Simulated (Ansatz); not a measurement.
Task: a surface slab of Te2Mo, space group P-6m2, with the Python package of Ansatz (0.2.0). Give the script and its output. Level of theory (first run): r2SCAN, PAW, the default cutoff (500 eV here), 6×6×1 k-points, Fermi-Dirac smearing of 0.15 eV.

```yaml
crystal:
  lattice:
    - [3.56023, 0.00000, 0.00000]
    - [-1.78012, 3.08325, 0.00000]
    - [0.00000, 0.00000, 17.52406]
  atoms:
    - { symbol: Te, position: [0.33333, 0.66667, 0.89786] }
    - { symbol: Te, position: [0.33333, 0.66667, 0.10214] }
    - { symbol: Mo, position: [0.00000, 0.00000, 0.00000] }
```

The script, `run_slab.py`:
```python
# -*- coding: utf-8 -*-
'''Slab calculation for Te2Mo.'''

import ansatz as az
from ase import Atoms
from ase.build import surface
import numpy as np


def main():
    atoms = Atoms(
        ['Te', 'Te', 'Mo'],
        scaled_positions=[
            (1 / 3, 2 / 3, 0.897855),
            (1 / 3, 2 / 3, 0.102145),
            (0.0, 0.0, 0.0),
        ],
        cell=[
            (3.560233, 0.0, 0.0),
            (-1.780116, 3.083252, 0.0),
            (0.0, 0.0, 17.524058),
        ],
        pbc=True,
    )
    # Miller indices count the vectors of the cell as typed
    slab = surface(atoms, (0, 0, 1), 2, vacuum=6.0)
    slab.pbc = True

    print(slab.get_chemical_formula(), 'area {:.3f} A^2, cell height {:.2f} A'.format(np.linalg.norm(np.cross(slab.cell[0], slab.cell[1])), slab.cell[2, 2]))


    def common(structure):
        return (
            az.Crystal.from_ase(structure).calculation()
            .functional('r2scan')
            .occupations(az.OccupationsMethod.FERMI_DIRAC, width=0.15)
        )


    calc = common(slab)
    calc = calc.kpoints(6, 6, 1)
    calc = calc.electric_field(axis=3, dipole_correction=True)
    calc = calc.potential()
    calc = calc.forces()
    done = calc.run(threads=1)
    summary = done.report

    print(f'slab free energy {summary["free_energy_ev"]:.4f} eV, Fermi level {summary["fermi_energy_ev"]:.3f} eV')
    face = summary['work_function']
    print('work function (eV), upper and lower face:', *(round(face[k], 3) for k in ('phi_plus_ev', 'phi_minus_ev') if face.get(k) is not None))
    print(f'dipole {face["dipole_moment_e_ang"]:+.4f} e A')

    # surface energy from the bulk energy at the same settings
    bulk = common(atoms).kpoints(7, 7, 2).run(threads=1).report
    excess = summary['free_energy_ev'] - bulk['free_energy_ev'] * len(slab) / len(atoms)
    area = np.linalg.norm(np.cross(slab.cell[0], slab.cell[1]))
    print(f'mean surface energy {excess / (2 * area) * 16.02177:.3f} J/m^2 ({1000 * excess / (2 * area):.1f} meV/A^2)')

    v = done.potential()
    profile = (v.v_es_ev + (0 if v.v_field_ev is None else v.v_field_ev)).mean(axis=(0, 1))
    height = done.lattice.cell_ang[2][2]
    print('z (A)   planar potential less the Fermi level (eV)')
    for i in range(0, len(profile), max(len(profile) // 24, 1)):
        print(f'{i * height / len(profile):6.2f} {profile[i] - summary["fermi_energy_ev"]:9.3f}')


if __name__ == '__main__':
    main()
```

Running `python run_slab.py` prints:
```text
Mo2Te4 area 10.977 A^2, cell height 45.26 A
DeckWarning: basis.ecutwfc = 500 eV, auto-derived from the records' recommended cutoffs: set by Te (their level for a meta-GGA)
RunWarning: efield: at this solve's end the planar-averaged density reaches 7.34e-5 e/Å³ inside the ramp window [0.2541, 0.3983] (bound 1e-5 e/Å³); the window's nearer edge stands 3.71 Å from this [...]
RunWarning: The output density's exchange-correlation potential varies sharply where the density is thin. Do not read a vacuum level from v_tot or v_xc, or from such a field of the output density. On [...]
slab free energy -37912.0232 eV, Fermi level 0.341 eV
work function (eV), upper and lower face: 4.576 4.598
dipole +0.0013 e A
mean surface energy 3.037 J/m^2 (189.5 meV/A^2)
z (A)   planar potential less the Fermi level (eV)
  0.00     4.917
  1.89     4.451
  3.77     3.811
  5.66   -10.686
  7.54    -1.373
  9.43     3.896
 11.31     4.573
 13.20     4.580
 15.09     4.589
 16.97     4.598
 18.86     4.580
 20.74     0.348
 22.63    -5.116
 24.51    -5.094
 26.40     1.453
 28.29     4.800
 30.17     5.053
 32.06     5.295
 33.94     5.536
 35.83     5.772
 37.72     5.015
 39.60    -1.468
 41.49     5.692
 43.37     5.380
```
(Warnings from the package without file and line, shortened.)

Absolute energies stand on the zero of these potentials, so only differences at equal settings mean something. A total without «per atom» is that of the cell as typed. The run is spin-unpolarised. The cell holds layers, chains or clusters in vacuum, no bulk phase. The density doesn't vanish in the vacuum (a short gap or a low cutoff), which blurs the vacuum level. Only differences from the Fermi energy are physical; the zero of the scale is a convention. The smearing is wide enough that free energy and stress hold a thermal part of the electrons. Points of the mesh across the vacuum add cost only. This cell is a computed structure, which may not be the phase found in nature. The slab is thin and cut from the structure as given; a cut can leave two unlike or polar faces, and the surface energy is then their mean. Miller indices refer to the vectors of the cell as typed, and the lattice isn't relaxed for this functional, so relaxation and surface energy can hold strain. Run time: 79 s on 1 thread of Arm Neoverse V2 (shared host), peak memory 1.8 GiB.
